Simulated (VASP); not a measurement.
# P4 in VASP: settings compared, part 2 of 2

VASP 6.6.1. Earlier steps stand in the parts before.

## 3. Relaxation of the atoms, PBEsol

INCAR reads:

```
SYSTEM = P
PREC = Accurate
ENCUT = 500
EDIFF = 1E-7
ISMEAR = 0
SIGMA = 0.02
LREAL = .False.
LASPH = .True.
NELM = 100
ALGO = Normal
ISIF = 2
LWAVE = .False.
LCHARG = .False.
GGA = PS
IBRION = 2
NSW = 90
EDIFFG = -0.005
ISYM = 0
```

KPOINTS reads:

```
regular mesh
0
Gamma
  1 1 1
  0 0 0
```

POSCAR reads:

```
P
1.0
   12.0000000000      0.0000000000      0.0000000000
    0.0000000000     12.5000000000      0.0000000000
    0.0000000000      0.0000000000     13.0000000000
P
4
Direct
    0.5651130000      0.5625080000      0.5601040000
    0.5651130000      0.4374920000      0.4398960000
    0.4348870000      0.5625080000      0.4398960000
    0.4348870000      0.4374920000      0.5601040000
```

Potentials or basis: VASP PAW PBE potentials, release 64 (P).

Command:

```sh
> cat potpaw_PBE.64/P/POTCAR > POTCAR
> mpirun -np 1 vasp_std > vasp.out
```

OUTCAR:

```text
SYSTEM = P
   PREC = Accurate
   ENCUT = 500
   EDIFF = 1E-7
   ISMEAR = 0
   LREAL = .False.
   LASPH = .True.
   NELM = 100
   ISIF = 2
   GGA = PS
   IBRION = 2
   NSW = 90
   EDIFFG = -0.005
   ISYM = 0

 ion  position               nearest neighbor table
   1  0.565  0.563  0.560-   2 2.21   4 2.21   3 2.21
   2  0.565  0.437  0.440-   1 2.21   3 2.21   4 2.21
   3  0.435  0.563  0.440-   4 2.21   2 2.21   1 2.21
   4  0.435  0.437  0.560-   3 2.21   1 2.21   2 2.21

IMPORTANT INFORMATION: All symmetrisations will be switched off!
NOSYMM: (Re-)initialisation of all symmetry stuff for point group C_1.

----------------------------------------------------------------------------------------

                                     Primitive cell

  volume of cell :    1950.0000

  direct lattice vectors                    reciprocal lattice vectors
    12.000000000  0.000000000  0.000000000     0.083333333  0.000000000  0.000000000
     0.000000000 12.500000000  0.000000000     0.000000000  0.080000000  0.000000000
     0.000000000  0.000000000 13.000000000     0.000000000  0.000000000  0.076923077

  length of vectors
    12.000000000 12.500000000 13.000000000     0.083333333  0.080000000  0.076923077

  position of ions in fractional coordinates (direct lattice)
     0.565113000  0.562508000  0.560104000
     0.565113000  0.437492000  0.439896000
     0.434887000  0.562508000  0.439896000
     0.434887000  0.437492000  0.560104000

  ion indices of the primitive-cell ions
   primitive index   ion index
                 1           1
                 2           2
                 3           3
                 4           4

----------------------------------------------------------------------------------------

 KPOINTS: regular mesh

Automatic generation of k-mesh.
 Grid dimensions read from file:
 generate k-points for:    1    1    1

 Generating k-lattice:

  Cartesian coordinates                     Fractional coordinates (reciprocal lattice)
[... 52 lines left out ...]
   EFERMI_NEDOS =   21; number of points for ismear=-14 and -15
   IALGO  =     38    algorithm
   IMIX   =      4    mixing-type and parameters
     AMIX     =   0.40;   BMIX     =  1.00
     AMIX_MAG =   1.60;   BMIX_MAG =  1.00
  volume/ion in A,a.u.               =     487.50      3289.81
  Fermi-wavevector in a.u.,A,eV,Ry     =   0.355691  0.672159  1.721359  0.126516
  Thomas-Fermi vector in A             =   1.271717
   LORBIT       =      0    0 simple, 1 ext, 2 COOP (PROOUT), +10 PAW based schemes
   GGA     = PS    functional components
   LHFCALC =     F    Hartree Fock is set to
   AEXX    =    0.0000 exact exchange contribution
   IVDW    =     0    specifies the selected vdW correction
   LEPSILON=     F    determine dielectric tensor
   LRPA    =     F    only Hartree local field effects (RPA)
 conjugate gradient relaxation of ions
 non-spin polarized calculation
 Gauss-broadening in eV      SIGMA  =   0.02
  energy-cutoff  :      500.00
  volume of cell :     1950.00
 maximum number of plane-waves:     49521
 NGX is ok and might be reduce to    90
   NGX = 43   NGY = 45   NGZ = 47

--------------------------------------- Ionic step        1  -------------------------------------------

 number of electron      20.0000005 magnetization

 Free energy of the ion-electron system (eV)
  ---------------------------------------------------
  ext. energy  EPLUGINS =         0.00000000
  ---------------------------------------------------
  free energy    TOTEN  =       -21.93155558 eV

  energy without entropy =      -21.93155558  energy(sigma->0) =      -21.93155558

------------------------ aborting loop because EDIFF is reached ----------------------------------------

  FORCE on cell =-STRESS in cart. coord.  units (eV):
  Direction    XX          YY          ZZ          XY          YZ          ZX
  --------------------------------------------------------------------------------------
  -------------------------------------------------------------------------------------
  Total       -0.7696505     -0.7687828     -0.7692194      0.0000012      0.0000002     -0.0000001
  in kB       -0.6323674     -0.6316545     -0.6320133      0.0000010      0.0000001     -0.0000001
  external PRESSURE =      -0.6320117 kB  Pullay stress =       0.0000000 kB
[... 63 lines left out ...]
--------------------------------------- Ionic step        3  -------------------------------------------

 number of electron      20.0000005 magnetization

 Free energy of the ion-electron system (eV)
  ---------------------------------------------------
  ext. energy  EPLUGINS =         0.00000000
  ---------------------------------------------------
  free energy    TOTEN  =       -21.94006395 eV

  energy without entropy =      -21.94006395  energy(sigma->0) =      -21.94006395

 E-fermi :  -6.0938     XC(G=0):  -0.8416

 val. band max:       -6.1931074225   @ k =   0.0000   0.0000   0.0000
 cond. band min:      -1.2020542640   @ k =   0.0000   0.0000   0.0000
 fundamental gap:      4.9910531585
 Fermi energy:        -6.0938090355

 k-point     1 :       0.0000    0.0000    0.0000
  band No.  band energies     occupation
      1     -19.8057      2.00000
      2     -13.0143      2.00000
      3     -13.0142      2.00000
      4     -13.0142      2.00000
      5      -8.3266      2.00000
      6      -6.9964      2.00000
      7      -6.9964      2.00000
      8      -6.9964      2.00000
      9      -6.1931      2.00000
     10      -6.1931      2.00000
     11      -1.2021      0.00000
     12      -1.2019      0.00000
     13      -1.2016      0.00000
     14      -1.0715      0.00000
[... 29 lines left out ...]
  FREE ENERGIE OF THE ION-ELECTRON SYSTEM (eV)
  ---------------------------------------------------
  free  energy   TOTEN  =       -21.9400639533 eV

  energy  without entropy=      -21.9400639533  energy(sigma->0) =      -21.94006395

 reached required accuracy - stopping structural energy minimisation
```

Wall time 5.2 min (1 thread of Intel Xeon Platinum 8559C (Emerald Rapids), shared host); peak memory 1.5 GiB.

Results:

```
Free energy                     : -21.9401 eV
Energy gained by relaxing       : 2.1 meV/atom
Ionic steps                     : 3
Gap between the frontier levels : 4.99 eV
```

The path:
| step | energy change (eV) | largest force (eV/Å) | pressure (GPa) |
| --- | --- | --- | --- |
| 1 | 0.0000 | 0.4162 | -0.06 |
| 2 | 0.0002 | 0.4401 | 0.06 |
| 3 | -0.0085 | 0.0010 | 0.00 |

Final structure:
```xyz
4
Lattice="12.0000 0.0000 0.0000 0.0000 12.5000 0.0000 0.0000 0.0000 13.0000" Properties=species:S:1:pos:R:3 pbc="T T T"
P     6.7755    7.0255    7.2755
P     6.7755    5.4745    5.7245
P     5.2245    7.0255    5.7245
P     5.2245    5.4745    7.2755
```

Levels at points of the mesh, in eV from the valence-band top:
| k point | band 6 | band 7 | band 8 | band 9 | band 10 | band 11 | band 12 | band 13 | band 14 |
| --- | --- | --- | --- | --- | --- | --- | --- | --- | --- |
| (0.00, 0.00, 0.00) | -0.80 | -0.80 | -0.80 | 0.00 | 0.00 | 4.99 | 4.99 | 4.99 | 5.12 |

Caveat: the PAW data sets were made with another functional, which shifts forces and pressure a little.

## 4. Relaxation of the atoms, PBEsol

Changes to INCAR since step 3:

```diff
@@ -2,3 +2,3 @@
 PREC = Accurate
-ENCUT = 500
+ENCUT = 400
 EDIFF = 1E-7
```

KPOINTS is that of step 3.

POSCAR is that of step 3.

Command:

```sh
> cat potpaw_PBE.64/P/POTCAR > POTCAR
> mpirun -np 1 vasp_std > vasp.out
```

It took 4 min on 1 thread of Intel Xeon Platinum 8559C (Emerald Rapids), shared host; peak memory 1.1 GiB.

Results (log left out):

```yaml
Free_energy: -21.9393 eV
Energy_gained_by_relaxing: 2.1 meV/atom
Ionic_steps: 3
Gap_between_the_frontier_levels: 4.99 eV
```

The path:
```csv
step,energy change (eV),largest force (eV/Å),pressure (GPa)
1,0.0000,0.4128,-0.06
2,0.0001,0.4357,0.06
3,-0.0084,0.0009,0.00
```

Final structure:
```
P
1.0
    12.00000    0.00000    0.00000
     0.00000   12.50000    0.00000
     0.00000    0.00000   13.00000
P
4
Direct
  0.56463 0.56205 0.55966
  0.56463 0.43795 0.44034
  0.43537 0.56205 0.44034
  0.43537 0.43795 0.55966
```

Levels at points of the mesh, in eV from the valence-band top:
```
           k point  band 8  band 9  band 10  band 11  band 12  band 13
(0.00, 0.00, 0.00)   -0.80    0.00     0.00     4.99     4.99     4.99
```

Caveat: the PAW data sets were made with another functional, which shifts forces and pressure a little. As with any semilocal functional, this PBEsol gap is likely too small.

## 5. Relaxation of the atoms, RPBE

Changes to INCAR since step 4:

```diff
@@ -2,3 +2,3 @@
 PREC = Accurate
-ENCUT = 400
+ENCUT = 520
 EDIFF = 1E-7
@@ -13,3 +13,3 @@
 LCHARG = .False.
-GGA = PS
+GGA = RP
 IBRION = 2
```

KPOINTS is that of step 4.

POSCAR is that of step 4.

Command:

```sh
> cat potpaw_PBE.64/P/POTCAR > POTCAR
> mpirun -np 1 vasp_std > vasp.out
```

It took 5.1 min on 1 thread of Intel Xeon Platinum 8559C (Emerald Rapids), shared host; peak memory 1.4 GiB.

It converged, with:

```yaml
Free_energy: -20.3670 eV
Energy_gained_by_relaxing: 0.0 meV/atom
Ionic_steps: 3
Gap_between_the_frontier_levels: 4.90 eV
```

The path:
| step | energy change (eV) | largest force (eV/Å) | pressure (GPa) |
| --- | --- | --- | --- |
| 1 | 0.0000 | 0.0608 | -0.01 |
| 2 | 0.0000 | 0.0593 | 0.01 |
| 3 | -0.0002 | 0.0017 | 0.00 |

Final structure:
```xyz
4
Lattice="12.0000 0.0000 0.0000 0.0000 12.5000 0.0000 0.0000 0.0000 13.0000" Properties=species:S:1:pos:R:3 pbc="T T T"
P     6.7805    7.0305    7.2805
P     6.7805    5.4695    5.7195
P     5.2195    7.0305    5.7195
P     5.2195    5.4695    7.2805
```

Levels at points of the mesh, in eV from the valence-band top:
```csv
k point,band 8,band 9,band 10,band 11,band 12,band 13
"(0.00, 0.00, 0.00)",-0.83,0.00,0.00,4.90,4.90,4.90
```

Caveat: the PAW data sets were made with another functional, which shifts forces and pressure a little. A hybrid or GW would open this gap; RPBE tends to underestimate it.

## 6. Summary

```csv
task,level,cell,cutoff (eV),gap on the mesh (eV)
single point,PBEsol,as given,520,4.90
relaxation of the atoms,PBEsol,atoms relaxed,500,4.99
relaxation of the atoms,PBEsol,atoms relaxed,400,4.99
relaxation of the atoms,RPBE,atoms relaxed,520,4.90
```

Alike in all rows: potentials or basis VASP PAW PBE potentials, release 64 (P); no spin polarisation; k mesh 1 × 1 × 1; smearing gaussian 0.02 eV.

Caveats: the PAW data sets were made with another functional, which shifts forces and pressure a little.

Total energies depend on the potentials used, so only differences within one code and one set of settings carry meaning.
